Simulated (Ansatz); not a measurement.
**Ni in Ansatz: the effect of functional**

Crystal: Ni.

```xyz
2
Lattice="2.4480 0.0000 0.0000 -1.2240 2.1201 0.0000 0.0000 0.0000 4.0728" Properties=species:S:1:pos:R:3 pbc="T T T"
Ni    1.2240    0.7067    3.0546
Ni    0.0000    1.4134    1.0182
```

This isn't the form of Ni at room conditions, which is fcc.

Alike in all runs:

- Program: Ansatz 0.2.0
- Task: band structure
- Potentials or basis: all-electron LAPW, scalar-relativistic
- Cutoff: 323 eV (chosen from the basis error)
- Basis error allowed: 0.001 eV/atom
- k mesh: 12 × 12 × 7
- Occupations: fermi-dirac, width 0.05 eV
- Spin: collinear spin, ferromagnetic start
- Starting moments: [1.0, 1.0] μB

| functional | pressure (GPa) | moment (μB) |
| --- | --- | --- |
| PBE | 7.3 | 1.30 |
| LDA | ? | ? |
| PBEsol | -3.0 | 1.30 |

**Question.** What does the run with functional LDA give?

**Answer.** Pressure -11.0 GPa; moment 1.24 μB.
